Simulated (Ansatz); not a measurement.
BaS, h-MgO type was relaxed with 4 functionals in the plane-wave code Ansatz, cell and atoms free, the symmetry of the start kept (meshes: PBE 6×6×4, r2SCAN 6×6×4, PBEsol 6×6×4, LDA 6×6×4). No spin polarisation. The prototype was imposed, so other structures may be more stable.

The PBEsol result:
```yaml
crystal:
  lattice:
    - [5.31007, 0.00000, 0.00000]
    - [-2.65504, 4.59866, 0.00000]
    - [0.00000, 0.00000, 6.29030]
  atoms:
    - { symbol: Ba, position: [0.33333, 0.66667, 0.25000] }
    - { symbol: Ba, position: [0.66667, 0.33333, 0.75000] }
    - { symbol: S, position: [0.66667, 0.33333, 0.25000] }
    - { symbol: S, position: [0.33333, 0.66667, 0.75000] }
```

Space group P6_3/mmc (No. 194), hexagonal; a = 5.310 Å, c = 6.290 Å in the conventional setting, 38.40 Å³ an atom. Ba has 5 S at 3.07–3.15 Å; S has 5 Ba at 3.07–3.15 Å.

**Question.** How does the cell change with PBE?

**Answer.** a = 5.384 Å, c = 6.382 Å; the volume differs by +4.3 % from PBEsol's. Around Ba lie 5 S at 3.11–3.19 Å; around S lie 5 Ba at 3.11–3.19 Å.

**Question.** What lattice does LDA give?

**Answer.** a = 5.256 Å, c = 6.231 Å; the volume differs by -3.0 % from PBEsol's. Ba has 5 S at 3.03–3.12 Å; S has 5 Ba at 3.03–3.12 Å.

**Question.** Held at the r2SCAN cell, what mean stress do LDA and PBE find, and does its sign point to their own minimum?

**Answer.** Yes. LDA -2.41 GPa, and its relaxed volume is -7.0 % from r2SCAN's; PBE -0.02 GPa, and its relaxed volume is 0.0 % from r2SCAN's. Compression counts positive, so a positive stress asks for a larger cell.
